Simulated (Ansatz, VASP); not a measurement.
# CaF2 (Fluorite) in VASP and in Ansatz

File INCAR:

```
ALGO = Normal
EDIFF = 1E-7
ENCUT = 520
GGA = PE
ISIF = 2
ISMEAR = -1
LASPH = True
LCHARG = False
LREAL = False
LWAVE = False
NBANDS = 19
NELM = 60
PREC = Accurate
SIGMA = 0.05
```

Contents of KPOINTS:

```
k-points
0
Gamma
  8 8 8
```

File POSCAR:

```
CaF2
1.0
    0.0000000000      2.7490866198      2.7490866198
    2.7490866198      0.0000000000      2.7490866198
    2.7490866198      2.7490866198      0.0000000000
Ca F
1 2
Direct
    0.0000000000      0.0000000000      0.0000000000
    0.7500000000      0.7500000000      0.7500000000
    0.2500000000      0.2500000000      0.2500000000
```

input.yaml

```yaml
crystal:
  lattice:
    - [0.0, 2.7490866198, 2.7490866198]
    - [2.7490866198, 0.0, 2.7490866198]
    - [2.7490866198, 2.7490866198, 0.0]
  atoms:
    - { symbol: Ca, position: [0.0, 0.0, 0.0] }
    - { symbol: F, position: [0.75, 0.75, 0.75] }
    - { symbol: F, position: [0.25, 0.25, 0.25] }
hamiltonian:
  xc: pbe
  pseudopotentials: { kind: paw }
kpoints:
  mp_grid: { grid: [8, 8, 8] }
scf:
  occupations: { method: fermi_dirac, width: 0.05 }
output:
  forces: true
  stress: true
  eigenvalues: true
  write_density: true
  write_potential: true
  elf: true
  volumetric_format: npy
```

Change from the starting cell: volume scaled by 1.02.

Alike in both runs: task single point; functional PBE; k mesh 8 × 8 × 8; occupations fermi-dirac, width 0.05 eV; no spin polarisation.

```csv
,VASP,Ansatz
version,VASP 6.6.1,Ansatz 0.2.0
potentials or method,"VASP PAW PBE potentials, release 64 (Ca_sv, F)",Ansatz PAW
plane-wave cutoff (eV),520,420
valence electrons in the cell,24,24
```

```tsv
	VASP	Ansatz	Ansatz less VASP
gap on the k mesh at the Fermi level (eV)	7.16	7.18	+0.023
least direct gap on the mesh (eV)	7.41	7.44	+0.023
pressure (GPa)	0.8	0.5	-0.22
```

With one functional, cell and mesh, what is left measures potentials, basis and numerics.

Caveats: the pressure holds a Pulay correction of +0.6 GPa for the finite cutoff (Ansatz). A k mesh can miss the band edges.
